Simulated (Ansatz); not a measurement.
Input of an Ansatz 0.2.0 run:

Contents of input.yaml:

```yaml
crystal:
  lattice:
    - [0.0, 2.702, 2.702]
    - [2.702, 0.0, 2.702]
    - [2.702, 2.702, 0.0]
  atoms:
    - { symbol: Zn, position: [0.75, 0.75, 0.75] }
    - { symbol: S, position: [0.0, 0.0, 0.0] }
hamiltonian:
  xc: pbe
  pseudopotentials: { kind: paw }
kpoints:
  mp_grid: { grid: [9, 9, 9] }
scf:
  occupations: { method: gaussian, width: 0.019 }
output:
  forces: true
  stress: true
  eigenvalues: true
  write_density: true
  write_potential: true
  elf: true
  volumetric_format: npy
```

Potentials or basis: Ansatz PAW.

The run is started by

```sh
$ ansatz run input.yaml --threads 2 --pin off --max-ram 5632MiB --backend cpu --events-out ev --progress --plain --runs-dir out
```

Task: What does it give for the band gap on the k mesh?

Result: 2.11 eV, direct.

Task: Predict the pressure.

Result: 1.6 GPa.

Caveat: odd divisions of the mesh miss points on the zone boundary, where band edges often lie, so the gap on the mesh can be too wide.

**The experiment to reproduce.**

“Electronic, vibrational, and thermodynamic properties of ZnS (zincblende and rocksalt structure)”, 2009, arxiv:0911.5022 quotes, for a bulk crystal of ZnS at 19 K: band gap 3.85 eV (direct).

Measured gap of ZnS: 3.85 eV (direct; 19 K; quoted in “Electronic, vibrational, and thermodynamic properties of ZnS (zincblende and rocksalt structure)”, 2009, arxiv:0911.5022). This calculation gives 2.11 eV (-1.74 eV). The value is that of PBE, without temperature or zero-point motion. Semilocal functionals fall short of measured gaps as a rule.
